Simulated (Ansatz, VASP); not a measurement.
Two plane-wave programs on Ag

```
CELL_PARAMETERS angstrom
0.00000 3.18790 3.18790
3.18790 0.00000 3.18790
3.18790 3.18790 0.00000
ATOMIC_POSITIONS crystal
Ag 0.12500 0.12500 0.12500
Ag 0.87500 0.87500 0.87500
```

Alike in both runs: functional BLYP; k mesh 10 × 10 × 10; occupations fermi-dirac, width 0.1 eV; no spin polarisation.

Ansatz relaxed the structure, and its values are those at the end. VASP's run is a single point on that final structure, the one shown.

|  | VASP | Ansatz |
| --- | --- | --- |
| version | VASP 6.6.1 | Ansatz 0.2.0 |
| potentials or method | VASP PAW PBE potentials, release 64 (Ag) | plane waves (420 eV) with PAW, scalar-relativistic |
| plane-wave cutoff (eV) | 520 | 420 |
| valence electrons in the cell | 22 | 38 |

Ansatz gave:

- pressure (GPa): 0.0

What did VASP give for the same quantities?

Pressure (GPa): 0.1.

The two sets of potentials don't hold the same shells in valence.

Caveats: the PAW data sets were made with another functional, which shifts forces and pressure a little (VASP).
